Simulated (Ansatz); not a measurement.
# Property card for CdS

All numbers below come from DFT PBE, scalar-relativistic, plane waves, PAW (Ansatz).

Plane waves to 420 eV, a k mesh through Γ of 8×8×8 on the computed 2-atom cell and Gaussian smearing (0.02 eV); no spin polarisation.

The structure is relaxed at this level of theory with its symmetry kept. This zinc-blende form isn't the usual stable structure of the compound.

```cif
data_structure
_symmetry_space_group_name_H-M 'P 1'
_symmetry_Int_Tables_number 1
_cell_length_a 4.1906
_cell_length_b 4.1906
_cell_length_c 4.1906
_cell_angle_alpha 60.000
_cell_angle_beta 60.000
_cell_angle_gamma 60.000
_cell_volume 52.04
loop_
_atom_site_label
_atom_site_type_symbol
_atom_site_fract_x
_atom_site_fract_y
_atom_site_fract_z
_atom_site_occupancy
Cd1 Cd 0.00000 0.00000 0.00000 1
S1 S 0.25000 0.25000 0.25000 1
```

```
Space group                                                                                                                                 : F-43m (No. 216)
Volume per atom                                                                                                                             : 26.02 Å³
Formation energy from the elements' standard states (uncorrected)                                                                           : -0.658 eV/atom
Kohn–Sham band gap                                                                                                                          : 1.04 eV, direct at Γ
Löwdin character of the top 1 eV of the valence band                                                                                        : S 3p 90 %
Löwdin character of the lowest 1 eV of the conduction band                                                                                  : Cd 5s 58 %, S 3p 21 %, S 3s 19 %
Electron masses at the edge by Cartesian direction of the standard setting (m_e; degenerate bands sorted by energy; no spin-orbit coupling) : x: 0.12; y: 0.12; z: 0.12
Hole masses at the edge by Cartesian direction of the standard setting (m_e; degenerate bands sorted by energy; no spin-orbit coupling)     : x: 0.82, 0.82, 0.13; y: 0.82, 0.82, 0.13; z: 0.82, 0.82, 0.13
Bulk modulus                                                                                                                                : 53 GPa
Its pressure derivative                                                                                                                     : 4.6
Bader charges (e)                                                                                                                           : Cd (1 in the cell) 0.86, S (1 in the cell) -0.86
```